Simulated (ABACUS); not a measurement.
# Fe2O3 (Hematite) (R-3c) in ABACUS: reference runs, part 2 of 2

ABACUS 3.10.1. Earlier steps stand in the parts before.

## Step 3: Single point, PBE, collinear spin, ferromagnetic start (atoms moved at random, drawn with an rms of 0.05 Å)

File INPUT:

```
INPUT_PARAMETERS
suffix              Fe2O3
calculation         scf
basis_type          pw
pseudo_dir          ./
symmetry            1
dft_functional      pbe
ecutwfc             90
pseudo_rcut         10
nspin               2
nbands              66
ks_solver           dav
smearing_method     fd
smearing_sigma      0.00367493
scf_thr             1e-08
scf_nmax            100
mixing_type         broyden
mixing_beta         0.4
cal_force           1
cal_stress          1
out_chg             1
out_pot             2
out_elf             1
```

File STRU:

```
ATOMIC_SPECIES
Fe 55.8450 Fe.upf
O 15.9990 O.upf

LATTICE_CONSTANT
1.8897261246

LATTICE_VECTORS
2.5190000000 1.4543453281 4.5906666667
-2.5190000000 1.4543453281 4.5906666667
0.0000000000 -2.9086906562 4.5906666667

ATOMIC_POSITIONS
Direct

Fe
0.0
4
0.3574780000 0.3636380000 0.3469370000 1 1 1 mag 3
0.1489870000 0.1474250000 0.1401670000 1 1 1 mag 3
0.6342290000 0.6472060000 0.6497970000 1 1 1 mag 3
0.8361200000 0.8641810000 0.8634110000 1 1 1 mag 3

O
0.0
6
0.5658320000 0.2423670000 0.9478800000 1 1 1 mag 0
0.2572700000 0.9376580000 0.5525320000 1 1 1 mag 0
0.9508790000 0.5460480000 0.2511160000 1 1 1 mag 0
0.4512090000 0.7513630000 0.0535730000 1 1 1 mag 0
0.7564760000 0.0603830000 0.4475930000 1 1 1 mag 0
0.0630880000 0.4383990000 0.7481120000 1 1 1 mag 0
```

File KPT:

```
K_POINTS
0
Gamma
7 7 7 0 0 0
```

Potentials or basis: PseudoDojo NC SR 0.4.1 PBE standard, plane waves.

Launch:

```sh
OMP_NUM_THREADS=1 mpirun -np 4 abacus > log
```

running log:

```text
ABACUS v3.10.1

               Atomic-orbital Based Ab-initio Computation at UStc

 ------------------------------------------------------------------------------------

 READING GENERAL INFORMATION
                           global_out_dir = OUT.Fe2O3/
                           global_in_card = INPUT
                               pseudo_dir = ./
                              orbital_dir =
                                    DSIZE = 4
                                    GSIZE = 1

 READING UNITCELL INFORMATION
                                    ntype = 2
                  lattice constant (Bohr) = 1.88973
              lattice constant (Angstrom) = 1

 READING ATOM TYPE 1
                               atom label = Fe
                      L=0, number of zeta = 1
                      L=1, number of zeta = 1
                      L=2, number of zeta = 1
             number of atom for this type = 4
               magnetization of element 1 = 3

 READING ATOM TYPE 2
                               atom label = O
                      L=0, number of zeta = 1
                      L=1, number of zeta = 1
                      L=2, number of zeta = 1
             number of atom for this type = 6
               magnetization of element 2 = 0

                        TOTAL ATOM NUMBER = 10
DIRECT COORDINATES
    atom                   x                   y                   z     mag                  vx                  vy                  vz
taud_Fe1            0.3574780000        0.3636380000        0.3469370000  3.0000        0.0000000000        0.0000000000        0.0000000000
taud_Fe2            0.1489870000        0.1474250000        0.1401670000  3.0000        0.0000000000        0.0000000000        0.0000000000
taud_Fe3            0.6342290000        0.6472060000        0.6497970000  3.0000        0.0000000000        0.0000000000        0.0000000000
taud_Fe4            0.8361200000        0.8641810000        0.8634110000  3.0000        0.0000000000        0.0000000000        0.0000000000
taud_O1            0.5658320000        0.2423670000        0.9478800000  0.0000        0.0000000000        0.0000000000        0.0000000000
taud_O2            0.2572700000        0.9376580000        0.5525320000  0.0000        0.0000000000        0.0000000000        0.0000000000
taud_O3            0.9508790000        0.5460480000        0.2511160000  0.0000        0.0000000000        0.0000000000        0.0000000000
taud_O4            0.4512090000        0.7513630000        0.0535730000  0.0000        0.0000000000        0.0000000000        0.0000000000
taud_O5            0.7564760000        0.0603830000        0.4475930000  0.0000        0.0000000000        0.0000000000        0.0000000000
taud_O6            0.0630880000        0.4383990000        0.7481120000  0.0000        0.0000000000        0.0000000000        0.0000000000

                          Volume (Bohr^3) = 680.956
                             Volume (A^3) = 100.907

 Lattice vectors: (Cartesian coordinate: in unit of a_0)
               +2.519            +1.45435            +4.59067
               -2.519            +1.45435            +4.59067
                   +0            -2.90869            +4.59067
 Reciprocal vectors: (Cartesian coordinate: in unit of 2 pi/a_0)
            +0.198491           +0.114599          +0.0726111
            -0.198491           +0.114599          +0.0726111
                   +0           -0.229198          +0.0726111
 The esolver type has been set to : ksdft_pw

                PAO radial cut off (Bohr) = 10

 Read in pseudopotential file is Fe.upf
                     pseudopotential type = NC
          exchange-correlation functional = PBE
                 nonlocal core correction = 1
                        valence electrons = 16
                                     lmax = 2
                           number of zeta = 4
                     number of projectors = 6
                           L of projector = 0
                           L of projector = 0
                           L of projector = 1
                           L of projector = 1
                           L of projector = 2
                           L of projector = 2
                PAO radial cut off (Bohr) = 10

 Read in pseudopotential file is O.upf
                     pseudopotential type = NC
          exchange-correlation functional = PBE
                 nonlocal core correction = 1
                        valence electrons = 6
                                     lmax = 2
                           number of zeta = 2
                     number of projectors = 5
                           L of projector = 0
                           L of projector = 0
                           L of projector = 1
[... 153 lines left out ...]

 PARALLEL PW FOR WAVE FUNCTIONS
     PROC   COLUMNS(POT)             PW
        1            179           3026
        2            179           3026
        3            179           3025
        4            178           3024
 --------------- sum -------------------
        4            715          12101

 SETUP NONLOCAL PSEUDOPOTENTIALS IN PLANE WAVE BASIS
 Fe non-local projectors:
 projector 1 L=0
 projector 2 L=0
 projector 3 L=1
 projector 4 L=1
 projector 5 L=2
 projector 6 L=2
 O non-local projectors:
 projector 1 L=0
 projector 2 L=0
 projector 3 L=1
 projector 4 L=1
 projector 5 L=2
      TOTAL NUMBER OF NONLOCAL PROJECTORS = 150

 Init Non-Local PseudoPotential table :
 Init Non-Local-Pseudopotential done.

                                     npwx = 2497

 Make real space PAO into reciprocal space.
       max mesh points in Pseudopotential = 1001
     dq(describe PAO in reciprocal space) = 0.01
                                    max q = 1143

 number of pseudo atomic orbitals for Fe is 4
WARNING: norm of atomic wavefunction # 4 of atomic type Fe is 0.999905, renormalized

 number of pseudo atomic orbitals for O is 2

 -------------------------------------------
 SELF-CONSISTENT
 -------------------------------------------
                                 init_chg = atomic

 PW ALGORITHM --------------- ION=   1  ELEC=   1--------------------------------

          total magnetism (Bohr mag/cell) = 16.4379
       absolute magnetism (Bohr mag/cell) = 16.4379
                        nelec for spin up = 58.219
                      nelec for spin down = 41.781
[... 257 lines left out ...]
 Density error is 8.97681115964e-09
                          Error Threshold = 1.22519024017e-11
----------------------------------------------------------
     Energy           Rydberg                 eV
----------------------------------------------------------
 E_KohnSham     -1201.0374167206     -16340.9523786006
 E_KS(sigma->0) -1201.0344351996     -16340.9118129263
 E_Harris       -1201.0378739939     -16340.9586001230
 E_band         -96.0420754280       -1306.7194735667
 E_one_elec     -598.3719696251      -8141.2683103837
 E_Hartree      350.5120771125       4768.9614665447
 E_xc           -192.3087287822      -2616.4944865740
 E_Ewald        -760.8628323838      -10352.0699168391
 E_entropy(-TS) -0.0059630420        -0.0811313485
 E_descf        0.0000000000         0.0000000000
 E_exx          0.0000000000         0.0000000000
 E_Fermi        0.8468507282         11.5219952595
----------------------------------------------------------

 charge density convergence is achieved
 final etot is -16340.952379 eV
 EFERMI = 11.521995259 eV
The vacuum level is 6.1639145509 eV

 STATE ENERGY(eV) AND OCCUPATIONS    NSPIN == 2
SPIN UP :
 1/172 kpoint (Cartesian) = 0.0000 0.0000 0.0000 (2460 pws)
       1       -78.8871     0.00291545
       2       -78.8620     0.00291545
       3       -78.8427     0.00291545
       4       -78.8332     0.00291545
       5       -45.0817     0.00291545
       6       -45.0720     0.00291545
[... 398 lines left out ...]
      65        21.9012        0.00000
      66        22.2247        0.00000

[... levels at 338 further k points ...]

------------------------------------------------------------------------------------------
 TOTAL-FORCE (eV/Angstrom)
------------------------------------------------------------------------------------------
                       Fe1         0.3092366044        -0.4719010340        -0.5504632941
                       Fe2        -0.2054599491        -0.2236373517         0.5597149017
                       Fe3         0.3725147728         0.5696779957         0.5970582345
                       Fe4         1.2248533613         0.4595530493        -0.5813682282
                        O1        -0.4877648954        -0.0933696494         0.4043106063
                        O2        -0.2719165016        -0.2861757806        -0.1359665919
                        O3        -0.4123739164         0.2311655176         0.1804697801
                        O4        -0.1375688570        -0.1006219641        -0.0853948233
                        O5        -0.3725550223        -0.0991550641        -0.4417557203
                        O6        -0.0189655966         0.0144642813         0.0533951353
------------------------------------------------------------------------------------------

----------------------------------------------------------------
 TOTAL-STRESS (KBAR)
----------------------------------------------------------------
        32.5991634219        -0.3303485754       -16.3902804232
        -0.3303485754        29.3529743085        14.6327268494
       -16.3902804232        14.6327268494        14.3447711744
----------------------------------------------------------------
 TOTAL-PRESSURE: 25.432303 KBAR

 --------------------------------------------
 !FINAL_ETOT_IS -16340.9523786005520378 eV
 --------------------------------------------
```

It took 29 min on 4 MPI ranks of Intel Xeon Platinum 8488C (Sapphire Rapids), shared host; peak memory 4.1 GiB.

Results:

```yaml
Free_energy: -16340.9524 eV
Pressure: 2.5 GPa
Largest_force: 1.432 eV/Å
Band_gap_on_the_k_mesh: none (metal or under the smearing width)
Net_moment: 16.61 μB per cell
Absolute_moment: 16.62 μB per cell
```

Forces in eV/Å, atoms in the order of the input:
```
Fe   0.309 -0.472 -0.550
Fe  -0.205 -0.224  0.560
Fe   0.373  0.570  0.597
Fe   1.225  0.460 -0.581
O   -0.488 -0.093  0.404
O   -0.272 -0.286 -0.136
O   -0.412  0.231  0.180
O   -0.138 -0.101 -0.085
O   -0.373 -0.099 -0.442
O   -0.019  0.014  0.053
```

Stress tensor (GPa, compression positive):
```
 3.26 -0.03 -1.64
-0.03  2.94  1.46
-1.64  1.46  1.43
```

Levels at points of the mesh, in eV from the Fermi level:
Spin up:
| k point | band 55 | band 56 | band 57 | band 58 | band 59 | band 60 |
| --- | --- | --- | --- | --- | --- | --- |
| (0.00, 0.00, 0.00) | -0.95 | -0.88 | -0.12 | -0.02 | 0.43 | 0.55 |
Spin down:
| k point | band 38 | band 39 | band 40 | band 41 | band 42 | band 43 | band 44 | band 45 | band 46 | band 47 |
| --- | --- | --- | --- | --- | --- | --- | --- | --- | --- | --- |
| (0.00, 0.00, 0.00) | -2.34 | -2.30 | -2.12 | -0.17 | 0.02 | 0.05 | 0.24 | 0.33 | 0.40 | 0.44 |

Caveat: semilocal functionals often make such compounds metallic where correlation or magnetic order opens a gap, which also shifts bond lengths; only a ferromagnetic start was run, and an antiferromagnetic order may lie lower in energy.
